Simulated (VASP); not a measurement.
K: single point with PBE+D4

Molecule: K, in a box.

```
CELL_PARAMETERS angstrom
10.50000 0.00000 0.00000
0.00000 11.00000 0.00000
0.00000 0.00000 11.50000
ATOMIC_POSITIONS crystal
K 0.50000 0.50455 0.50000
```

```yaml
Program: VASP 6.6.1
Task: single point
Functional: PBE
Dispersion: D4
Potentials_or_basis: VASP PAW PBE potentials, release 64 (K_sv)
Cutoff: 400 eV
k_mesh: 1 × 1 × 1
Occupations: gaussian, width 0.01 eV
Spin: collinear spin, ferromagnetic start
Starting_moments: "[0.5] μB"
Fixed_moment: 1 μB
Further_INCAR_settings: ALGO = Normal; EDIFF = 1e-06; NBANDS = 14; ISYM = 0
```

```json
{
  "Net moment": "1.00 μB per cell",
  "Site moments": "K +0.04 μB",
  "Valence electrons inside the program's atomic spheres": "K 7.52",
  "Dispersion energy per atom": "-0.011 eV"
}
```

Wall time 56 s on 4 MPI ranks on Intel(R) Xeon(R) Platinum 8488C (Sapphire Rapids) (shared host), peak memory 0.36 GiB a rank.

Caveat: the total moment is fixed, so each spin has its own Fermi level.
